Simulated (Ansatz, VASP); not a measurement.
## One calculation of Li5F6, two programs

```
F Li
1.0
     2.83401    0.00000    0.00000
    -1.41701    2.45432    0.00000
     0.00000    0.00000   26.56980
F Li
6 5
Direct
  0.33333 0.66667 0.28228
  0.00000 0.00000 0.36937
  0.66667 0.33333 0.45646
  0.33333 0.66667 0.54354
  0.00000 0.00000 0.63063
  0.66667 0.33333 0.71772
  0.66667 0.33333 0.32582
  0.33333 0.66667 0.41291
  0.00000 0.00000 0.50000
  0.66667 0.33333 0.58709
  0.33333 0.66667 0.67418
```

Alike in both runs: task single point; functional PBEsol; k mesh 12 × 12 × 1; occupations gaussian, width 0.05 eV; no spin polarisation.

|  | VASP | Ansatz |
| --- | --- | --- |
| version | VASP 6.6.1 | Ansatz 0.2.0 |
| potentials or method | VASP PAW PBE potentials, release 64 (F, Li_sv) | scalar-relativistic, plane waves, PAW |
| plane-wave cutoff (eV) | 520 | 420 |
| valence electrons in the cell | 57 | 57 |

```csv
,VASP,Ansatz,Ansatz less VASP
gap on the k mesh at the Fermi level (eV),none,none,-
rms of the force components (eV/Å),0.126,0.127,+0.0014
```

A gap of «none» marks a metal or a gap that the smearing closes. With one functional, cell and mesh, what is left measures potentials, basis and numerics.

Caveats: the PAW data sets were made with another functional, which shifts forces and pressure a little (VASP); an odd number of electrons without spin polarisation forces a metal; a magnetic or distorted state may lie lower.
